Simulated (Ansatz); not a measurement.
**Energy landscape near a Ba structure**

Level of theory: DFT PBE, scalar-relativistic, plane waves, PAW in Ansatz 0.2.0.

Plane waves to 420 eV, a k mesh through Γ of 10×10×10 on the computed 1-atom cell and Gaussian smearing (0.10 eV); no spin polarisation.

Reference cell:

```xyz
1
Lattice="3.9177 0.0000 0.0000 0.0000 3.9177 0.0000 0.0000 0.0000 3.9177" Properties=species:S:1:pos:R:3 pbc="T T T"
Ba    0.0000    0.0000    0.0000
```

Each variant moves atoms of this cell by the vectors given, if any (Å), and then applies a symmetric strain (tensor components, Cartesian axes). The reference cell isn't relaxed at this level. Energies are per atom at zero smearing, counted from the lowest variant. Pressure is positive in compression.

1. strain (xx yy zz yz xz xy, %) -0.60 -0.60 -2.10 0.05 -0.05 -0.80
2. strain (xx yy zz yz xz xy, %) -3.75 -3.06 -2.94 -0.30 0.03 0.05
3. strain (xx yy zz yz xz xy, %) 1.03 -0.08 -1.79 1.81 3.00 -0.02
4. strain (xx yy zz yz xz xy, %) 3.69 2.87 3.02 -0.28 0.03 -0.32

```csv
result,ΔE (meV/atom),P (GPa)
A,8.3,-0.45
B,6.0,0.46
C,23.8,1.12
D,0.0,0.25
```

Problem. Which variant gave which result?

Solution. A is 4, B is 1, C is 2, D is 3. The pressure falls as the cell grows: from the smallest volume to the largest the variants are 2, 1, 3, 4.

This simple cubic form isn't the element's structure at ambient conditions.